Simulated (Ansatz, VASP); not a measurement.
## BAs in VASP and in Ansatz

The input INCAR:

```
SYSTEM = BAs
PREC = Accurate
ENCUT = 520
EDIFF = 1E-6
ISMEAR = -1
SIGMA = 0.05
LREAL = .FALSE.
LASPH = .TRUE.
NELM = 100
ALGO = Normal
ISIF = 2
LWAVE = .FALSE.
LCHARG = .FALSE.
GGA = PE
NBANDS = 11
```

File KPOINTS:

```
regular mesh
0
G
  14 14 14
  0 0 0
```

File POSCAR:

```
BAs
1.0
    0.0000000000      2.3372040735      2.3372040735
    2.3372040735      0.0000000000      2.3372040735
    2.3372040735      2.3372040735      0.0000000000
B As
1 1
Direct
    0.0000000000      0.0000000000      0.0000000000
    0.5000000000      0.5000000000      0.5000000000
```

Input for Ansatz:

```yaml
crystal:
  lattice:
    - [0.0, 2.3372040735, 2.3372040735]
    - [2.3372040735, 0.0, 2.3372040735]
    - [2.3372040735, 2.3372040735, 0.0]
  atoms:
    - { symbol: B, position: [0.0, 0.0, 0.0] }
    - { symbol: As, position: [0.5, 0.5, 0.5] }
kpoints:
  mp_grid: { grid: [14, 14, 14] }
scf:
  occupations: { method: fermi_dirac, width: 0.05 }
hamiltonian:
  xc: pbe
  pseudopotentials: { kind: all_electron, lapw: { basis_error: 0.0005 } }
output:
  forces: true
  stress: true
  eigenvalues: true
```

Change from the starting cell: volume scaled by 1.04.

Alike in both runs: task single point; functional PBE; k mesh 14 × 14 × 14; occupations fermi-dirac, width 0.05 eV; no spin polarisation.

|  | VASP | Ansatz |
| --- | --- | --- |
| version | VASP 6.6.1 | Ansatz 0.2.0 |
| potentials or method | VASP PAW PBE potentials, release 64 (B, As) | all-electron LAPW, scalar-relativistic |
| plane-wave cutoff (eV) | 520 | see its input |

Ansatz gave:

```
pressure (GPa) : -4.7
```

Question: Estimate VASP's values.

Answer: Pressure (GPa): -4.4.

Ansatz ran all-electron here, so the differences hold the error of VASP's frozen core and of both bases.
